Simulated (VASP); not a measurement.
Input of a VASP 6.6.1 run:

POSCAR

```
TiO
1.0
    3.0310000000      0.0000000000      0.0000000000
   -1.5155000000      2.6249229989      0.0000000000
    0.0000000000      0.0000000000      3.2377000000
Ti O
1 1
Direct
    0.6666666667      0.3333333333      0.0000000000
    0.0000000000      0.0000000000      0.5000000000
```

INCAR.step1

```
SYSTEM = TiO
ALGO     = Normal         ! electronic algorithm
EDIFF    = 1E-5           ! SCF threshold, eV
ENCUT    = 520            ! plane-wave cutoff, eV
GGA      = PE             ! functional
ISIF     = 2              ! what is computed and relaxed
ISMEAR   = -1             ! smearing method
LASPH    = .TRUE.         ! aspherical terms in the spheres
LCHARG   = .FALSE.        ! write CHGCAR
LMAXMIX  = 4              ! l up to which the mixer works
LREAL    = .FALSE.        ! projectors in reciprocal space
LWAVE    = .TRUE.         ! write WAVECAR
NELM     = 60             ! most SCF steps
PREC     = Accurate       ! precision mode
SIGMA    = 0.05           ! smearing width, eV
```

Contents of INCAR.step2:

```
SYSTEM = TiO
AEXX     = 0.25           ! exact-exchange fraction
ALGO     = Normal         ! electronic algorithm
EDIFF    = 1E-7           ! SCF threshold, eV
ENCUT    = 520            ! plane-wave cutoff, eV
GGA      = PE             ! functional
HFRCUT   = -1           
ISIF     = 2              ! what is computed and relaxed
ISMEAR   = -1             ! smearing method
ISTART   = 1            
LASPH    = .TRUE.         ! aspherical terms in the spheres
LCHARG   = .FALSE.        ! write CHGCAR
LHFCALC  = .TRUE.         ! exact exchange
LMAXMIX  = 4              ! l up to which the mixer works
LREAL    = .FALSE.        ! projectors in reciprocal space
LWAVE    = .FALSE.        ! write WAVECAR
NELM     = 60             ! most SCF steps
PREC     = Accurate       ! precision mode
PRECFOCK = Fast         
SIGMA    = 0.05           ! smearing width, eV
```

The input KPOINTS:

```
k-points
0
G
  5 5 4
  0 0 0
```

The input KPOINTS_OPT:

```
path GMKGALHA,LM,KH
12
line-mode
reciprocal
 0.0000000000  0.0000000000  0.0000000000  G
 0.5000000000  0.0000000000  0.0000000000  M

 0.5000000000  0.0000000000  0.0000000000  M
 0.3333333333  0.3333333333  0.0000000000  K

 0.3333333333  0.3333333333  0.0000000000  K
 0.0000000000  0.0000000000  0.0000000000  G

 0.0000000000  0.0000000000  0.0000000000  G
 0.0000000000  0.0000000000  0.5000000000  A

 0.0000000000  0.0000000000  0.5000000000  A
 0.5000000000  0.0000000000  0.5000000000  L

 0.5000000000  0.0000000000  0.5000000000  L
 0.3333333333  0.3333333333  0.5000000000  H

 0.3333333333  0.3333333333  0.5000000000  H
 0.0000000000  0.0000000000  0.5000000000  A

 0.5000000000  0.0000000000  0.5000000000  L
 0.5000000000  0.0000000000  0.0000000000  M

 0.3333333333  0.3333333333  0.0000000000  K
 0.3333333333  0.3333333333  0.5000000000  H
```

Potentials or basis: VASP PAW PBE potentials, release 64 (Ti_sv, O).

The run is started by

```console
$ cat potpaw_PBE.64/Ti_sv/POTCAR potpaw_PBE.64/O/POTCAR > POTCAR
$ cp INCAR.step1 INCAR
$ mpirun -np 1 vasp_std > vasp.out
$ cp INCAR.step2 INCAR
$ mpirun -np 1 vasp_std > vasp.out
```

Estimate the band gap on the k mesh.

1.14 eV, direct.

Estimate the pressure.

-42.1 GPa.

Levels at the corners of the path, in eV from the valence-band top:
| point | band 6 | band 7 | band 8 | band 9 | band 10 | band 11 | band 12 | band 13 |
| --- | --- | --- | --- | --- | --- | --- | --- | --- |
| Γ | -5.42 | -4.76 | -4.76 | -3.10 | 1.81 | 2.21 | 2.21 | 3.25 |
| M | -8.03 | -5.94 | -4.81 | -2.15 | 2.70 | 2.85 | 3.50 | 3.59 |
| M | -8.03 | -5.94 | -4.81 | -2.15 | 2.70 | 2.85 | 3.50 | 3.59 |
| K | -7.13 | -6.63 | -5.92 | 0.00 | 1.63 | 1.76 | 1.91 | 4.44 |
| K | -7.13 | -6.63 | -5.92 | 0.00 | 1.63 | 1.76 | 1.91 | 4.44 |
| Γ | -5.42 | -4.76 | -4.76 | -3.10 | 1.81 | 2.21 | 2.21 | 3.25 |
| Γ | -5.42 | -4.76 | -4.76 | -3.10 | 1.81 | 2.21 | 2.21 | 3.25 |
| A | -8.70 | -4.46 | -4.46 | -0.08 | 1.06 | 1.06 | 3.29 | 3.29 |
| A | -8.70 | -4.46 | -4.46 | -0.08 | 1.06 | 1.06 | 3.29 | 3.29 |
| L | -7.19 | -7.14 | -5.50 | -1.30 | 2.63 | 3.03 | 3.43 | 4.22 |
| L | -7.19 | -7.14 | -5.50 | -1.30 | 2.63 | 3.03 | 3.43 | 4.22 |
| H | -7.21 | -7.03 | -6.00 | -0.67 | 2.76 | 2.84 | 3.46 | 4.26 |
| H | -7.21 | -7.03 | -6.00 | -0.67 | 2.76 | 2.84 | 3.46 | 4.26 |
| A | -8.70 | -4.46 | -4.46 | -0.08 | 1.06 | 1.06 | 3.29 | 3.29 |
| L | -7.19 | -7.14 | -5.50 | -1.30 | 2.63 | 3.03 | 3.43 | 4.22 |
| M | -8.03 | -5.94 | -4.81 | -2.15 | 2.70 | 2.85 | 3.50 | 3.59 |
| K | -7.13 | -6.63 | -5.92 | 0.00 | 1.63 | 1.76 | 1.91 | 4.44 |
| H | -7.21 | -7.03 | -6.00 | -0.67 | 2.76 | 2.84 | 3.46 | 4.26 |

Caveat: the k mesh is coarse (spacing up to 0.49 Å⁻¹), so the values aren't converged, least of all with exact exchange; a pressure of tens of GPa on the cell as given is suspect, and the run, the potentials or the cell itself is likely at fault; the PAW data sets were made with another functional, which shifts forces and pressure a little; the mesh misses the band edges, which the band path finds closer together.
